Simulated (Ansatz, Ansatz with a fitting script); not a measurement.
# SiC (F-43m): the order of polymorphs from LDA to RPA, part 2 of 2

Wanted: the order of polymorphs of SiC (F-43m), rung by rung, with cost.

Ansatz 0.2.0; density functionals and EXX+RPA, plane waves.

So far: The structure; Energy LDA (polymorph F-43m); Energy PBE (polymorph F-43m); Energy PBE-D3(BJ) (polymorph F-43m); Energy HSE06 (polymorph F-43m); Energy HSE06-D3(BJ) (polymorph F-43m).

## 7. Energy RPA (polymorph F-43m)

The RPA correlation energy is summed at several response cutoffs, since it converges slowly from above.

This step: EXX+RPA on LDA, plane waves, norm-conserving pseudopotentials.

Input file input.yaml:

```yaml
crystal:
  lattice:
    - [0.0, 2.1642378442, 2.1642378442]
    - [2.1642378442, 0.0, 2.1642378442]
    - [2.1642378442, 2.1642378442, 0.0]
  atoms:
    - { symbol: Si, position: [0.0, 0.0, 0.0] }
    - { symbol: C, position: [0.25, 0.25, 0.25] }
kpoints:
  mp_grid: { grid: [6, 6, 6] }
hamiltonian:
  xc: lda
  pseudopotentials: { kind: nc, xc_functional: pbe }
scf:
  occupations: { method: fixed }
  lower_state_search: "off"
  convergence: { dr2_threshold: 1.0e-09 }
output:
  rpa_energy:
    ecut_chi_ladder: [204, 238, 272, 306, 340]
    long_wavelength: optical_limit
    n_empty_bands: 102
basis:
  ecutwfc: 1115.666836
  xc_grid: 3
```

On the command line:

```sh
ansatz run input.yaml --threads 4 --pin off --max-ram 18432MiB --backend cpu --events-out ev --progress --plain --runs-dir out
```

Numbers of over 12 decimals in the logs are rounded to 6 here.

Output:

```text
[...]
Crystal: 2 atoms, lattice volume = 20.274 Å³
Basis set: ecut = 1115.666836 eV, 1687 PW (Γ), exchange–correlation on 108×108×108 points (27 copies of the dense FFT grid, shifted against one another)
Bands: 8, of which v1, the nominal top of the filled ones, is band 4 counted from 1 (3 counted from 0)
Symmetry: 24 space group operations
[...]
k-points: 16 of 216 (time reversal used)
[...]
SCF iter   1: F=—  HF=-280.609710 eV  |F-HF|=—  |Δ(HF+E_count)|=         —  Δρ=1.42e-1  dr2=4.84e0  ethr=3.10e-3  ⟨swp⟩=4.4  Hψ=924  notcnv=0  defer=26
[...]
SCF iter   8: F=-279.024359 eV  HF=-279.024359 eV  |F-HF|=1.02e-12  |Δ(HF+E_count)|=  2.53e-10  Δρ=3.50e-7  dr2=8.12e-12  ethr=1.25e-11  ⟨swp⟩=3.4  Hψ=573  notcnv=0
SCF 1 converged in 8 iterations: F = -279.024359 eV  dr2 = 8.12e-12
NSCF: frozen V_eff on 16 k-points
EXX+RPA screening: q 1/16 (q-point 6)
EXX+RPA screening: q 2/16 (q-point 7)
EXX+RPA screening: q 3/16 (q-point 8)
EXX+RPA screening: q 4/16 (q-point 11)
EXX+RPA screening: q 5/16 (q-point 14)
EXX+RPA screening: q 6/16 (q-point 15)
EXX+RPA screening: q 7/16 (q-point 9)
EXX+RPA screening: q 8/16 (q-point 12)
EXX+RPA screening: q 9/16 (q-point 16)
EXX+RPA screening: q 10/16 (q-point 2)
EXX+RPA screening: q 11/16 (q-point 3)
EXX+RPA screening: q 12/16 (q-point 5)
EXX+RPA screening: q 13/16 (q-point 10)
EXX+RPA screening: q 14/16 (q-point 4)
EXX+RPA screening: q 15/16 (q-point 13)
EXX+RPA screening: q 16/16 (q-point 1)
[...]
SCF converged after 8 iterations
Free energy (F): -279.024359 eV
[...]
Internal energy: -279.024359 eV  (E = F + TS)
E sigma→0 (E₀):  -279.024359 eV
Fermi energy:    9.724538 eV
[...]
--- Band table (eV; the first three rows and the last of 16) ---
[...]
--- EXX+RPA: 6×6×6 mesh (16 irreducible q, 1255/3456 k–q pairs), 106 bands' worth read of 111 solved (the sum completed by the states above those read; Γ's head and wings end at those read), 4 occupied, 12 to 15 frequency nodes, the response taken to reach 994.2 eV, pair-density box ratio 4, q→0 included in E_x (Coulomb truncated on the Wigner–Seitz cell) and E_c (k·p head, wings) ---
  smallest occupied→empty transition 1.173e0 eV, smallest direct gap 4.438e0 eV
  indirect gap at most 1.173e0 eV, over 16 k-points of the mesh
  bands read: the sum over 106 bands ends inside a degenerate multiplet in 1 slot, whose members it reads at an even weight; the widest, k=3: bands 106 to 107 (counted from 1) at 1/2 each
  E_x                     =       -74.552828 eV
  E_xc[n_v+n_c], E_xc[n_v] =      -102.627085, -82.669207 eV (parent functional, the pass's orbitals; any nonlocal part keeps n_c)
  E_c ladder  E_cut^χ (eV)   ⟨N_G⟩      E_cut^sphere (eV)      E_c (eV)
                  204.00      133.4            203.23        -12.637546
                  238.00      169.5            238.44        -12.793976
                  272.00      206.2            271.73        -12.895980
                  306.00      247.1            306.57        -12.973207
                  340.00      289.3            340.53        -13.029447
  E_c(E_cut→∞)            =       -13.365776 ± 0.001489 eV  (E_cut^-3/2 fit over 5 rungs)
  S(q), 6 of 15 wave vectors   |q| (1/Å)       S_0(q)   S_0 (bands read)   S_RPA(q)   (top rung; structure_factors; the frequency nodes sum S_0 to within 1.4e-6)
    ( 0.0000,  0.0000,  0.1667)    0.41904     0.056134           0.056093   0.023848
    ( 0.0000,  0.1667,  0.1667)    0.48386     0.073856           0.073801   0.031718
    ( 0.0000,  0.1667, -0.1667)    0.68429     0.131599           0.131483   0.061709
    ( 0.0000,  0.1667,  0.3333)    0.80240     0.169561           0.169399   0.083422
    ( 0.0000,  0.0000,  0.3333)    0.83808     0.176564           0.176383   0.089724
    ( 0.0000,  0.3333,  0.3333)    0.96773     0.225097           0.224858   0.118219
  core–valence xc dropped  : E_EXX =      -250.950102 eV   E_EXX+RPA =      -264.315878 eV
  core–valence xc semilocal: E_EXX =      -270.907980 eV   E_EXX+RPA =      -284.273756 eV
```

Wall time 53 s (4 threads of Arm Neoverse V1, shared host); peak memory 0.48 GiB.

Numbers from this step:

- exact exchange energy: -74.5528 eV
- RPA correlation energy: -13.37 eV

Extrapolated from these cutoffs, the correlation energy is -6.68 eV per atom (fit error 0.00); such a limit moves with the range of cutoffs.

RPA ladder, by row:

```csv
response cutoff (eV),mean plane waves,sphere-equivalent cutoff (eV),correlation energy (eV)
204,133.4,203.2,-12.64
238,169.5,238.4,-12.79
272,206.2,271.7,-12.9
306,247.1,306.6,-12.97
340,289.3,340.5,-13.03
```

## 8. Energy Hartree-Fock on PAW files (polymorph F-43m)

Exact exchange on orbitals of the same functional is the other half of the RPA total energy; it is taken from PAW data, not from the files of the RPA run.

This step: Hartree-Fock energy on orbitals of LDA, plane waves, PAW.

input.yaml, the sections that differ from step 7:

```yaml
hamiltonian:
  xc: lda
  pseudopotentials: { kind: paw, source: ansatz, frozen_core: stored }
output:
  embedding: [{ level: hf }]
basis:
  ecutwfc: 1000
# crystal, kpoints, scf: as in step 7
```

Output:

```text
Warning: <dir> the record states the generating functional pbe (its physics header spells it `PBE`), which answers neither for hamiltonian.xc's functional nor for the lda family's, and the run keeps its frozen core as the file was made (hamiltonian.pseudopotentials.frozen_core says where one is remade) — results may be inconsistent (PPs are generated against a specific XC)
[...]
Crystal: 2 atoms, lattice volume = 20.274 Å³
Basis set: ecut = 1000 eV, 1459 PW (Γ)
Bands: 8, of which v1, the nominal top of the filled ones, is band 4 counted from 1 (3 counted from 0)
Symmetry: 24 space group operations
[...]
k-points: 16 of 216 (time reversal used)
[...]
SCF iter   1: F=—  HF=-853.703948 eV  |F-HF|=—  |Δ(HF+E_count)|=         —  Δρ=1.43e-1  dr2=4.98e0  ethr=3.10e-3  ⟨swp⟩=5.1  Hψ=917  notcnv=0  defer=26
[...]
SCF iter   8: F=-852.058778 eV  HF=-852.058778 eV  |F-HF|=1.14e-13  |Δ(HF+E_count)|=   1.73e-9  Δρ=1.92e-7  dr2=2.10e-12  ethr=1.25e-11  ⟨swp⟩=4.6  Hψ=624  notcnv=0
SCF 1 converged in 8 iterations: F = -852.058778 eV  dr2 = 2.10e-12
[...]
Embedding: level 1/1
SCF converged after 8 iterations
Free energy (F): -852.058778 eV
[...]
Internal energy: -852.058778 eV  (E = F + TS)
E sigma→0 (E₀):  -852.058778 eV
Fermi energy:    9.573833 eV
[...]
--- Band table (eV; the first three rows and the last of 16) ---
[...]
--- Embedding: other levels on nested regions, to first order at the run's own orbitals ---
  hf on the whole cell: 4 occupied orbitals
    hf − lda = -17.119763 eV: smooth +112.442671, one-centre -55.545371, exact exchange -74.017063 eV
  E of the run      =      -852.058778 eV
  E with the levels =      -869.178542 eV; the forces and the stress are the run's own
```

It took 13 s on 4 threads; peak memory 1.8 GiB; 52 s of CPU time.

Numbers from this step:

| Property | Result |
| --- | --- |
| Hartree-Fock energy on these orbitals | -869.1785 eV |

## 9. All cells and rungs

The same runs were made at every cell; a script gathers them. RPA correlation comes from norm-conserving files. It is added to exact exchange from a separate PAW run with frozen cores, on orbitals of the same functional but not those of the RPA run. Both sets of files were made for PBE. One row takes the correlation at one cutoff for all cells, another carries it to the limit cell by cell, where the extrapolations scatter.

Cells, by row:

```csv
polymorph,atoms,volume per formula unit (Å³)
F-43m (216),2,20.27
P6_3mc (186),4,20.28
```

Energy less that of the first cell; no zero-point or thermal terms; the two rows with exchange from PAW are two estimates of the RPA value: one cutoff favours the denser form, the extrapolation scatters; the order is settled only where both agree in sign beyond some 15 meV. Ladder, by row:

```csv
level,"F-43m (216), meV per formula unit","P6_3mc (186), meV per formula unit","wall time, all cells (s)"
LDA,0,4.3,3.44
PBE,0,5.5,3.58
PBE-D3(BJ),0,6.7,3.6
HSE06,0,2.8,14.83
HSE06-D3(BJ),0,2.7,15.28
"EXX (PAW, exact core-valence exchange)",0,12.8,-
"EXX+RPA, exchange from PAW, correlation at one sphere-equivalent cutoff of 323 eV",0,8.9,394.4
"EXX+RPA, exchange from PAW, correlation extrapolated in each cell",0,8.8,394.4
"EXX+RPA on norm-conserving files alone at that cutoff, core-valence term dropped",0,9,394.4
"EXX+RPA on norm-conserving files alone at that cutoff, core-valence term semilocal",0,10.9,394.4
RPA correlation,0,-3.8,394.4
```

## 10. Summary of results

```
LDA                                                                               : lowest: F-43m (216)
PBE                                                                               : lowest: F-43m (216)
PBE-D3(BJ)                                                                        : lowest: F-43m (216)
HSE06                                                                             : lowest: F-43m (216)
HSE06-D3(BJ)                                                                      : lowest: F-43m (216)
EXX+RPA, exchange from PAW, correlation at one sphere-equivalent cutoff of 323 eV : lowest: F-43m (216)
EXX+RPA, exchange from PAW, correlation extrapolated in each cell                 : lowest: F-43m (216)
RPA settings                                                                      : 6×6×6 and 6×6×3 mesh, response cutoffs up to 340 eV
```

In words: Against the first cell the two RPA rows with exchange from PAW give P6_3mc (186) 9 to 9 meV per formula unit; neither is exact, since one cutoff truncates unlike cells unequally and the extrapolation scatters. They disagree or lie within 15 meV of zero, so the order is not settled. RPA puts F-43m (216) lowest of the 2 forms run, which need not hold the ground state; LDA, PBE, PBE-D3(BJ), HSE06 and HSE06-D3(BJ) agree. Energies are for static lattices at cells relaxed by one functional; vibrations can shift such differences by some meV per atom. Each cell's own extrapolation carries a fit error of up to 1 meV per atom, and its limit still moves with the cutoffs, so totals aren't converged; only differences at equal settings are used. RPA is evaluated on semilocal orbitals, not self-consistently, on a coarse mesh. The cells differ in size and shape, so mesh and cutoff errors cancel only in part.

[Paths, hosts, dates, memory and timing lines, banners, echoed tables and standing remarks are left out of the program output.]

[Logs are printed without paths, hosts, clocks, repeated set-up lines and the standing remarks that a program may print on its own settings, such as how far it seeks lower states.]

[Runs of the session that timed out or met a known fault of the program may be left out.]

[Hosts, paths, dates, database ids (printed as entryN), source tags and the programs' standing remarks are cut or masked in the printed files.]
